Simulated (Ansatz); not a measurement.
Write the native input for Ansatz 0.2.0 that does the following.

```yaml
Task: single point
Functional: PBE
Potentials_or_basis: Ansatz PAW
Cutoff: "420 eV (not typed: the program's choice for these potentials)"
k_mesh: 11 × 11 × 11
Occupations: gaussian, width 0.02 eV
Spin: no spin polarisation
```

MgO:

```
CELL_PARAMETERS angstrom
0.00000 2.09700 2.09700
2.09700 0.00000 2.09700
2.09700 2.09700 0.00000
ATOMIC_POSITIONS crystal
Mg 0.00000 0.00000 0.00000
O 0.50000 0.50000 0.50000
```

The cell is a database's computed one.

One way to write it, as run:

input.yaml

```yaml
crystal:
  lattice:
    - [0.0, 2.0970013927, 2.0970013927]
    - [2.0970013927, 0.0, 2.0970013927]
    - [2.0970013927, 2.0970013927, 0.0]
  atoms:
    - { symbol: Mg, position: [0.0, 0.0, 0.0] }
    - { symbol: O, position: [0.5, 0.5, 0.5] }
hamiltonian:
  xc: pbe
  pseudopotentials: { kind: paw }
kpoints:
  mp_grid: { grid: [11, 11, 11] }
scf:
  occupations: { method: gaussian, width: 0.02 }
output:
  forces: true
  stress: true
  eigenvalues: true
  write_density: true
  write_potential: true
  elf: true
  volumetric_format: npy
```

Potentials or basis: Ansatz PAW.

Launch:

```bash
$ ansatz run input.yaml --threads 2 --pin off --max-ram 5632MiB --backend cpu --events-out ev --progress --plain --runs-dir out
```

It gave:

```json
{"Pressure": "6.9 GPa", "Band gap on the k mesh": "4.87 eV, direct"}
```

Caveat: odd divisions of the mesh miss points on the zone boundary, where band edges often lie, so the gap on the mesh can be too wide; the pressure holds a Pulay correction of +0.6 GPa for the finite cutoff.

Wall time 0.46 s on 2 threads of Intel(R) Xeon(R) 6975P-C (Granite Rapids), with other jobs on the host, peak memory 0.32 GiB.
